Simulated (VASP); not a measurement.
A run of VASP 6.6.1 is set up as follows.

File INCAR:

```
SYSTEM = TiO
  ALGO = Normal
  EDIFF = 1E-6
  ENCUT = 520
  GGA = PS
  ISIF = 2
  ISMEAR = 0
  ISPIN = 2
  LASPH = .TRUE.
  LCHARG = .FALSE.
  LMAXMIX = 4
  LORBIT = 11
  LREAL = .FALSE.
  LWAVE = .FALSE.
  MAGMOM = 1 0
  NBANDS = 20
  NELM = 60
  PREC = Accurate
  SIGMA = 0.05
```

File KPOINTS:

```
k-points
0
G
  7 7 6
  0 0 0
```

File POSCAR:

```
TiO
1.0
    3.0094341500      0.0000000000      0.0000000000
   -1.5047170800      2.6062464300      0.0000000000
    0.0000000000      0.0000000000      2.9370586300
Ti O
1 1
Direct
    0.0000000000      0.0000000000      0.0000000000
    0.6666666667      0.3333333333      0.5000000000
```

Potentials or basis: VASP PAW PBE potentials, release 64 (Ti_sv, O).

Run with:

```console
$ cat potpaw_PBE.64/Ti_sv/POTCAR potpaw_PBE.64/O/POTCAR > POTCAR
$ mpirun -np 1 vasp_std > vasp.out
```

Question: Estimate the band gap on the k mesh.

Answer: None (metal or under the smearing width).

Question: What does it give for the pressure?

Answer: -32.8 GPa.

Question: What does it give for the net moment?

Answer: 0.00 μB per cell.

Stress tensor (GPa, compression positive):
```
-34.02   0.00   0.00
  0.00 -34.02   0.00
  0.00   0.00 -30.26
```

Caveat: a pressure of tens of GPa on the cell as given is suspect, and the run, the potentials or the cell itself is likely at fault; the PAW data sets were made with another functional, which shifts forces and pressure a little; semilocal functionals often make such compounds metallic where correlation or magnetic order opens a gap, which also shifts bond lengths.
